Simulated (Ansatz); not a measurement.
Ge under pressure: fit and missing row

Ge, Fd-3m, a = 5.760 Å. Ansatz: PBE, PAW, 420 eV, Γ-centred 12×12×12 mesh on 2 atoms, Gaussian smearing 0.10 eV; no spin polarisation. Cell and atoms are relaxed at each pressure, and no other structure is tried; the real crystal is known to change phase within this range, so the rows at high pressure are metastable.

```
V (Å³/atom) P (GPa)
          ?    89.98
     16.646    49.99
     18.816    24.99
     20.698    12.00
     22.529     4.02
     23.537     0.94
     23.883     0.05
     24.331    -1.00
```

Task: Take V0 = 23.883 Å³/atom, count pressures from its P0 = 0.05 GPa, fit the third-order Birch–Murnaghan form to the other rows, and predict the missing volume.

Result: With the Eulerian strain f = ½[(V0/V)^(2/3) − 1] and y = (P − P0)/[3f(1 + 2f)^(5/2)], the form is the line y = B0 + 1.5 B0 (B0′ − 4) f. Rows (f, y): 0.13605, 67.0; 0.08615, 64.9; 0.05006, 62.7; 0.01984, 60.5; 0.00489, 59.2; -0.00616, 58.6. Means f = 0.04847, y = 62.150; Σ(Δf)² = 0.01480, ΣΔfΔy = 0.8990; the slope is their ratio. y = 59.20 + 60.76 f GPa, so B0 = 59.2 GPa and B0′ = 4 + 2 × (60.76)/(3 × 59.20) = 4.68. P = 89.98 GPa is met at f = 0.18968 (y = 70.72), so V = V0 (1 + 2f)^(−3/2) = 14.743 Å³/atom. The run gave 14.641 Å³/atom, so the fit is 0.102 Å³/atom too high, 1.1 % of the span of the series, against an rms of 0.013 Å³/atom on the fitted rows. The row lies outside the fitted range. The points of y bend away from a line: a fourth-order term fitted to them gives P = 89.60 GPa at this row's volume (the line 92.81, the run 89.98).

The mesh isn't the same in all rows (12×12×12, 14×14×14).